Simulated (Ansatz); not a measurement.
## BN: how strain makes field gradients

```yaml
crystal:
  lattice:
    - [2.50399, 0.00000, 0.00000]
    - [-1.25200, 2.16852, 0.00000]
    - [0.00000, 0.00000, 6.66120]
  atoms:
    - { symbol: B, position: [0.33333, 0.66667, 0.25000] }
    - { symbol: B, position: [0.66667, 0.33333, 0.75000] }
    - { symbol: N, position: [0.33333, 0.66667, 0.75000] }
    - { symbol: N, position: [0.66667, 0.33333, 0.25000] }
```

Atom numbers follow the list: B1, B2, N3, N4.

The conventional cell has a = 2.504 Å, b = 2.504 Å, c = 6.661 Å, α = 90.00°, β = 90.00°, γ = 120.00°. Around B (atom 1) lie 3 N at 1.45 Å. N (atom 3) is surrounded by 3 B at 1.45 Å.

The cell is COD entry 9008997, as deposited and not checked against the literature; nothing was relaxed.

All numbers below come from DFT, PBEsol, all-electron PAW with datasets made for the crystal, scalar-relativistic (Ansatz 0.2.0).

Sampling and basis: a Γ-centred 11×11×4 k mesh, Fermi–Dirac smearing of 0.02 eV, cutoff 580 eV (chosen by the program for this cell), no spin polarisation.

The strain is applied along the Cartesian axes of the cell as listed (γ is the engineering shear, twice εxy = εyz = εzx). Fractional coordinates are held (clamped ions).

The columns are Cartesian components of the electric field gradient at the nuclei, in 10²¹ V/m².

Only quantities that a quadratic follows smoothly over the whole series are listed; rougher ones are left out.

```csv
γ,Vxy at B1,Vxy at N3
-0.0300,-0.11,-0.52
-0.0200,-0.08,-0.35
-0.0100,-0.04,-0.18
0.0000,0.00,0.00
0.0200,0.08,0.35
0.0300,0.12,0.53
```

(1) Fit the series and give the gradient–strain slopes.

(2) One run, at γ = 0.0100, is withheld. Predict its row.

Results:

(1) Least-squares fits y = p0 + p1 x + p2 x² to the rows give Vxy at B1: p1 = 3.89, p2 = 6.7; Vxy at N3: p1 = 17.5, p2 = 8.5. The slopes p1 are in 10²¹ V/m² per unit strain, for clamped ions.

(2) The fits give 0.04, 0.17; the run gave 0.04, 0.18.
